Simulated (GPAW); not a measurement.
The system is PtS2.

```
Pt S
1.0
     3.54320    0.00000    0.00000
    -1.77160    3.06850    0.00000
     0.00000    0.00000    5.03880
Pt S
1 2
Cartesian
  0.0000 0.0000 0.0000
  1.7716 1.0228 3.8950
  0.0000 2.0457 1.1438
```

```yaml
Program: GPAW 26.7.0
Task: relaxation of cell and atoms
Functional: RPBE
Dispersion: D4
Potentials_or_basis: the program's PAW data sets (release 1.2.1) made for this functional
Cutoff: 600 eV
Basis: pw
k_mesh: 9 × 9 × 5
Occupations: fermi-dirac, width 0.05 eV
Spin: no spin polarisation
```

At the start: pressure 6.6 GPa; volume 18.26 Å³/atom.

Problem. How do energy, volume and symmetry change on relaxing?

Solution. Over 15 steps the energy falls by 82.3 meV/atom and the volume is 16.36 Å³/atom (-10.4 %); space group P-3m1 (No. 164, to 0.05 Å).

The path:
```
step  energy change (eV)  largest force (eV/Å)  pressure (GPa)  volume (Å³)
   1              0.0000                1.4468            6.63        54.78
   2             -0.0685                0.9786            3.07        55.38
   3             -0.1185                0.2699           -1.93        56.15
   4             -0.1239                0.1633           -2.46        56.07
   5             -0.1403                0.0853           -3.12        55.27
   6             -0.1543                0.2009           -2.52        54.04
   7             -0.1644                0.1655           -0.87        52.72
   8             -0.1704                0.0532            0.51        52.01
   9             -0.1784                0.1010            1.90        51.33
  10             -0.1939                0.2935            3.47        50.28
  11             -0.2186                0.4372            4.75        48.65
  12             -0.2359                0.3501            3.18        48.45
  13             -0.2454                0.1484            0.62        49.04
  14             -0.2468                0.0089            0.07        48.96
  15             -0.2470                0.0014           -0.05        49.07
```

Final structure:
```
CELL_PARAMETERS angstrom
3.57811 0.00000 0.00001
-1.78906 3.09873 -0.00001
0.00001 -0.00001 4.42548
ATOMIC_POSITIONS crystal
Pt 0.00000 0.00000 0.00000
S 0.66667 0.33333 0.72733
S 0.33333 0.66667 0.27267
```

Caveat: later steps reuse the first step's grids; the volume moved by -10 % from the deposited cell, more than functionals usually miss; pairwise dispersion overbinds metals, which lowers pressure and volume.
